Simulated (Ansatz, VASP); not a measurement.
**Y: VASP beside Ansatz**

```xyz
1
Lattice="3.3103 0.0000 0.0000 0.0000 3.3103 0.0000 0.0000 0.0000 3.3103" Properties=species:S:1:pos:R:3 pbc="T T T"
Y     0.0000    0.0000    0.0000
```

Alike in both runs: functional revPBE; k mesh 10 × 10 × 10; occupations fermi-dirac, width 0.1 eV; no spin polarisation.

Ansatz relaxed the structure, and its values are those at the end. VASP's run is a single point on that final structure, the one shown.

|  | VASP | Ansatz |
| --- | --- | --- |
| version | VASP 6.6.1 | Ansatz 0.2.0 |
| potentials or method | VASP PAW PBE potentials, release 64 (Y_sv) | plane waves (420 eV) with PAW, scalar-relativistic |
| plane-wave cutoff (eV) | 520 | 420 |
| valence electrons in the cell | 11 | 11 |

|  | VASP | Ansatz | Ansatz less VASP |
| --- | --- | --- | --- |
| pressure (GPa) | 0.0 | 0.0 | +0.05 |

Caveats: the PAW data sets were made with another functional, which shifts forces and pressure a little (VASP).
